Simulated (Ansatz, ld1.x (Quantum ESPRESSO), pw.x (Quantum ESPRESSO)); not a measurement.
**What a changed setting does to a pw.x run (sc N)**

Potential: norm-conserving Troullier–Martins (Kleinman–Bylander form), ld1.x (Quantum ESPRESSO) 7.5, PBE; core [He], reference 2s2 2p3; waves: 2s (bound): rc 1.05 bohr; 3d channel at 0.45 Ry: rc 1.50 bohr; 2p (bound): rc 1.40 bohr; local part: the p channel; core correction: none.

The reference run (k-mesh 17³, cutoffs 145/580 Ry, Fermi–Dirac 0.01 Ry, mixing_beta 0.4, conv_thr 1e-9, no spin) gives -2.75 GPa at 6.670 Å³/atom, where all-electron LAPW gives -4.61 GPa. This run, with its own iteration cap, changes k-mesh shift to 1.

```
&control
  calculation='scf', prefix='x', pseudo_dir='./', outdir='./tmp', tstress=.true., disk_io='none'
/
&system
  ibrav=0, nat=1, ntyp=1, ecutwfc=145, ecutrho=580, nbnd=9,
  occupations='smearing', smearing='fd', degauss=0.01
/
&electrons
  conv_thr=1e-09, mixing_beta=0.4, electron_maxstep=70
/
ATOMIC_SPECIES
N 1.0 N.UPF
CELL_PARAMETERS angstrom
  1.88238568 0.00000000 0.00000000
  0.00000000 1.88238568 0.00000000
  0.00000000 0.00000000 1.88238568
ATOMIC_POSITIONS crystal
N 0.0000 0.0000 0.0000
K_POINTS automatic
17 17 17 1 1 1
```

```bash
pw.x < N.scf.in > N.scf.out
```

How does the run end?

It converges in 6 iterations; the free energy moves by -8.0 meV/atom and the pressure by -1.28 GPa.

```
Message from routine setup:
     using ibrav=0 with symmetry is DISCOURAGED, use correct ibrav instead
     lattice parameter (alat)  =       3.5572  a.u.
     unit-cell volume          =      45.0114 (a.u.)^3
     number of electrons       =         5.00
     number of Kohn-Sham states=            9
     kinetic-energy cutoff     =     145.0000  Ry
     charge density cutoff     =     580.0000  Ry
     scf convergence threshold =      1.0E-09
     Exchange-correlation= PBE
     number of k points=   165  Fermi-Dirac smearing, width (Ry)=  0.0100
     iteration #  1     ecut=   145.00 Ry     beta= 0.40
     total energy              =     -19.63919374 Ry
     estimated scf accuracy    <       0.00241899 Ry
     iteration #  2     ecut=   145.00 Ry     beta= 0.40
     total energy              =     -19.63957784 Ry
     estimated scf accuracy    <       0.00083627 Ry
     iteration #  3     ecut=   145.00 Ry     beta= 0.40
     total energy              =     -19.63961950 Ry
     estimated scf accuracy    <       0.00001364 Ry
     iteration #  4     ecut=   145.00 Ry     beta= 0.40
     total energy              =     -19.63962088 Ry
     estimated scf accuracy    <       0.00000014 Ry
     iteration #  5     ecut=   145.00 Ry     beta= 0.40
     total energy              =     -19.63962092 Ry
     estimated scf accuracy    <       0.00000003 Ry
     iteration #  6     ecut=   145.00 Ry     beta= 0.40
     the Fermi energy is    10.4618 ev
!    total energy              =     -19.63962092 Ry
     estimated scf accuracy    <          3.7E-11 Ry
     smearing contrib. (-TS)   =      -0.00125351 Ry
     The total energy is F=E-TS. E is the sum of the following terms:
     one-electron contribution =       3.26419434 Ry
     hartree contribution      =       1.84417753 Ry
     xc contribution           =      -4.80617685 Ry
     ewald contribution        =     -19.94056243 Ry
     convergence has been achieved in   6 iterations
          total   stress  (Ry/bohr**3)                   (kbar)     P=      -40.28
     Message from routine punch:
     Nothing written, as per user request (disk_io='none')
```

The run took about 16 s on one core of a shared host (Neoverse-V1, 32 threads, 247 GiB, load 16).
